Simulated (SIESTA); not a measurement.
Set up this calculation in SIESTA 5.4.2, as the native input.

```
Task                : single point
Functional          : PBE
Potentials or basis : PseudoDojo 0.4 standard (PBE files)
Basis               : DZP (energy shift 0.003 Ry; two zetas on semicore shells)
Grid cutoff         : 500 Ry
Energy shift        : 0.003 Ry
k mesh              : 9 × 9 × 5
Occupations         : fermi-dirac, width 0.05 eV
Spin                : no spin polarisation
```

Pb:

```
Pb
1.0
     3.48000    0.00000    0.00000
    -1.74000    3.01377    0.00000
     0.00000    0.00000    5.59000
Pb
2
Direct
  0.67832 0.35185 0.74640
  0.34252 0.68720 0.25624
```

This isn't the form of Pb at room conditions, which is fcc.

The cell isn't the ideal one: atoms moved at random, drawn with an rms of 0.05 Å.

One way to write it, as run:

Pb.fdf

```
SystemName                      Pb
SystemLabel                     Pb
NumberOfSpecies                 1
NumberOfAtoms                   2
%block ChemicalSpeciesLabel
  1  82 Pb
%endblock ChemicalSpeciesLabel

LatticeConstant                 1.0 Ang
%block LatticeVectors
     3.4800000000     0.0000000000     0.0000000000
    -1.7400000000     3.0137684052     0.0000000000
     0.0000000000     0.0000000000     5.5900000000
%endblock LatticeVectors
AtomicCoordinatesFormat         Fractional
%block AtomicCoordinatesAndAtomicSpecies
     0.6783200000     0.3518530000     0.7463950000  1  Pb
     0.3425190000     0.6872000000     0.2562440000  1  Pb
%endblock AtomicCoordinatesAndAtomicSpecies

%block kgrid.MonkhorstPack
    9   0   0  0.0
    0   9   0  0.0
    0   0   5  0.0
%endblock kgrid.MonkhorstPack
XC.Functional                   GGA
XC.Authors                      PBE
PAO.BasisSize                   DZP
PAO.EnergyShift                 0.003 Ry
Mesh.Cutoff                     500 Ry
OccupationFunction              FD
ElectronicTemperature           0.05 eV
MaxSCFIterations                120
SCF.MustConverge                false
SCF.Mixer.Method                Pulay
SCF.Mixer.Weight                0.25
SCF.Mixer.History               8
SCF.DM.Tolerance                5.0e-05
SCF.H.Tolerance                 1.0e-03 eV
WriteForces                     true
Charge.Mulliken                 end
%block PAO.Basis
  Pb 4
  n=6 0 2
    6.167 0.000
  n=6 1 2
    8.915 0.000
  n=5 2 2
    4.155 0.000
  n=6 2 1
    8.915
%endblock PAO.Basis
```

Potentials or basis: PseudoDojo 0.4 standard (PBE files), DZP (energy shift 0.003 Ry; two zetas on semicore shells).

Launch:

```console
$ siesta Pb.fdf > Pb.out 2>&1
```

Results of the run:

```yaml
Pressure: 4.8 GPa
Largest_force: 0.107 eV/Å
Band_gap_on_the_k_mesh: none (metal or under the smearing width)
```

Caveat: the basis of atomic orbitals isn't converged, which shifts pressures, moduli and gaps.

It took 56 s on 1 thread of Arm Neoverse V1, on a shared host, peak memory 0.31 GiB.
